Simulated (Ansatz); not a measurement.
# WC: the cost of one run

Program: Ansatz 0.2.0. Level of theory: DFT PBE+D3(BJ), plane waves, PAW, scalar-relativistic, no spin polarisation. These are calculated values, not measurements.

## (1) The system as given

The cell holds 16 atoms (C8W8): a = 6.065 Å, b = 5.253 Å, c = 5.928 Å, α = 90.00°, β = 90.00°, γ = 90.00°.

Structure file:

```xyz
16
Lattice="-3.0325 -5.2525 0.0000 4.5488 -2.6263 0.0000 0.0000 0.0000 5.9285" Properties=species:S:1:pos:R:3 pbc="T T T"
W     0.0000   -5.2525    0.0000
C     1.5163   -4.3771    1.4821
W     0.0000   -5.2525    2.9642
C     1.5163   -4.3771    4.4463
W    -1.5163   -2.6263    0.0000
C     0.0000   -1.7508    1.4821
W    -1.5163   -2.6263    2.9642
C     0.0000   -1.7508    4.4463
W     1.5163   -2.6263    0.0000
C     3.0325   -1.7508    1.4821
W     1.5163   -2.6263    2.9642
C     3.0325   -1.7508    4.4463
W     0.0000    0.0000    0.0000
C    -1.5163   -4.3771    1.4821
W     0.0000    0.0000    2.9642
C    -1.5163   -4.3771    4.4463
```

## (2) Run 1

250 steps of 1 fs under a Langevin thermostat at 2000 K.

Input file input.yaml:

```yaml
accuracy: low
crystal:
  lattice:
    - [-3.032537, -5.252509, 0.0]
    - [4.548806, -2.626254, 0.0]
    - [0.0, 0.0, 5.928456]
  atoms:
    - { symbol: W, position: [0.75, 0.5, 0.0] }
    - { symbol: C, position: [0.5, 0.6666667, 0.25] }
    - { symbol: W, position: [0.75, 0.5, 0.5] }
    - { symbol: C, position: [0.5, 0.6666667, 0.75] }
    - { symbol: W, position: [0.5, 0.0, 0.0] }
    - { symbol: C, position: [0.25, 0.1666667, 0.25] }
    - { symbol: W, position: [0.5, 0.0, 0.5] }
    - { symbol: C, position: [0.25, 0.1666667, 0.75] }
    - { symbol: W, position: [0.25, 0.5, 0.0] }
    - { symbol: C, position: [0.0, 0.6666667, 0.25] }
    - { symbol: W, position: [0.25, 0.5, 0.5] }
    - { symbol: C, position: [0.0, 0.6666667, 0.75] }
    - { symbol: W, position: [0.0, 0.0, 0.0] }
    - { symbol: C, position: [0.75, 0.1666667, 0.25] }
    - { symbol: W, position: [0.0, 0.0, 0.5] }
    - { symbol: C, position: [0.75, 0.1666667, 0.75] }
basis:
  ecutwfc: 420.0
kpoints:
  mp_grid: { grid: [2, 3, 2] }
hamiltonian:
  xc: pbe
  dispersion: d3bj
  pseudopotentials: { kind: paw, azcp: { folder: soft_1 } }
scf:
  occupations: { method: fermi_dirac, width: 0.17 }
  lower_state_search: "off"
md:
  timestep: 1
  n_steps: 250
  ensemble: nvt_langevin
  temperature: 2000.0
  initial_velocities: maxwell_boltzmann
  seed: 190663
  friction: 0.02
```

Launch:

```sh
$ ansatz run input.yaml --threads 2 --pin off --max-ram 5120MiB --backend cpu --events-out ev --progress --plain --runs-dir out
```

What time and memory should one allow on 2 threads of Arm Neoverse V1, shared host?

About 22 min, with a peak of 0.69 GiB.
